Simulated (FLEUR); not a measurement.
MnO2 under changes of volume

One of the cells (10.839 Å³/atom); the others are scaled copies at fixed shape and fractional positions:

```
Mn O
1.0
     2.85658    0.00000    0.00000
    -1.42829    2.47387    0.00000
     0.00000    0.00000    4.60137
Mn O
1 2
Cartesian
  0.0000 0.0000 2.3007
  0.0000 1.6492 3.2499
  1.4283 0.8246 1.3515
```

Measurements of this composition are mostly on another form, of space group No. 136.

```yaml
Program: FLEUR MaX-R8.1 (later development tree)
Functional: r2SCAN
Potentials_or_basis: all-electron
Basis: FLAPW
Kmax: 5.36 1/bohr
k_mesh: 11 × 11 × 6
Occupations: fermi-dirac, width 0.05 eV
Spin: collinear spin, ferromagnetic start
Starting_moments: "[4.0, 0.0, 0.0] μB"
```

| volume (Å³/atom) | energy over the lowest point (meV/atom) | gap on the mesh (eV) |
| --- | --- | --- |
| 10.189 | 19.30 | 1.72 |
| 10.405 | ? | ? |
| 10.839 | 0.00 | 1.99 |
| 11.273 | 12.61 | 2.08 |
| 11.489 | 26.25 | 2.03 |

What does the run at 10.405 Å³/atom give?

Energy over the lowest point 7.66 meV/atom; gap on the mesh 1.84 eV.

Worked out: A Birch-Murnaghan fit of order 2 (a polynomial in V^(-2/3)) to the other rows has its minimum at 10.76 Å³/atom with B0 = V·E''(V) = 192 GPa at fixed shape and positions, which overstates the stiffness. It gives 6.87 meV/atom at 10.405 Å³/atom, against the run's 7.66. A parabola through the other rows of the gap, of slope 5.27 eV per unit of ln V there, gives 1.84 eV, against the run's 1.84.

Energies are extrapolated to zero smearing.

Caveats: the meta-GGA is that of a development version, with a GGA for the radial functions and cores and without core tails; an odd mesh through Γ misses points on the zone boundary, where band edges often lie; a cell with one magnetic atom can't hold antiferromagnetic order, which such compounds often take.
